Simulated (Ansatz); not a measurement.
# BaS: the cost of one run

Program: Ansatz 0.2.0. Level of theory: reference: DFT, PBE, plane waves, PAW. These are calculated values, not measurements.

2 further runs of the same task are left out: 1 for a known fault of the program, 1 that didn't finish. Runs told in other sessions of the task aren't counted.

### 1 The structure to begin with

The structure is hexagonal, space group P6_3/mmc (No. 194). The conventional cell has a = 5.382 Å, b = 5.382 Å, c = 6.383 Å, α = 90.00°, β = 90.00°, γ = 120.00°. Around Ba (site symmetry -6m2) lie 5 S at 3.11 to 3.19 Å. S (site symmetry -6m2) is surrounded by 5 Ba at 3.11 to 3.19 Å.

Structure file:

```
Ba S
1.0
     5.38186    0.00000    0.00000
    -2.69093    4.66082    0.00000
     0.00000    0.00000    6.38332
Ba S
2 2
Direct
  0.33333 0.66667 0.93750
  0.66667 0.33333 0.43750
  0.33333 0.66667 0.43750
  0.66667 0.33333 0.93750
```

### 2 Baseline

File input.yaml:

```yaml
crystal:
  lattice:
    - [5.3818560826, 0.0, 0.0]
    - [-2.6909280413, 4.660824087, 0.0]
    - [0.0, 0.0, 6.3833234887]
  atoms:
    - { symbol: Ba, position: [0.3333333333, 0.6666666667, -0.0625] }
    - { symbol: Ba, position: [0.6666666667, 0.3333333333, 0.4375] }
    - { symbol: S, position: [0.3333333333, 0.6666666667, 0.4375] }
    - { symbol: S, position: [0.6666666667, 0.3333333333, 0.9375] }
kpoints:
  mp_grid: { grid: [6, 6, 4] }
hamiltonian:
  xc: pbe
scf:
  occupations: { method: fixed }
  n_extra_bands: 5
output:
  forces: true
  stress: true
  eigenvalues: true
```

Command:

```console
$ ansatz run input.yaml --threads 4 --pin off --max-ram 3686MiB --backend cpu --events-out ev --progress --plain --runs-dir out
```

Q: Estimate wall time and peak memory on 4 threads of Arm Neoverse N1, shared host.

About 3.1 s, with a peak of 0.45 GiB.
